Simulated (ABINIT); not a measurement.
The system is ZrS.

```
CELL_PARAMETERS angstrom
0.00000 2.62500 2.62500
2.62500 0.00000 2.62500
2.62500 2.62500 0.00000
ATOMIC_POSITIONS crystal
Zr 0.00000 0.00000 0.00000
S 0.50000 0.50000 0.50000
```

Base run:

* Program: ABINIT 10.8.3 (patched build)
* Functional: LDA
* Potentials or basis: JTH PAW LDA v2.0
* Cutoff: 544 eV
* k mesh: 12 × 12 × 12
* Occupations: fermi-dirac, width 0.05 eV
* Spin: no spin polarisation

Its results: band gap on the k mesh none (metal or under the smearing width); pressure -9.3 GPa.

**Question.** The run is repeated on the same cell with these changes: k mesh from 12 × 12 × 12 to 5 × 5 × 5. What comes out?

**Answer.** Band gap on the k mesh none (metal or under the smearing width); pressure -9.8 GPa.

Caveats: some runs use coarse meshes.

Not every run made on this cell is shown here.
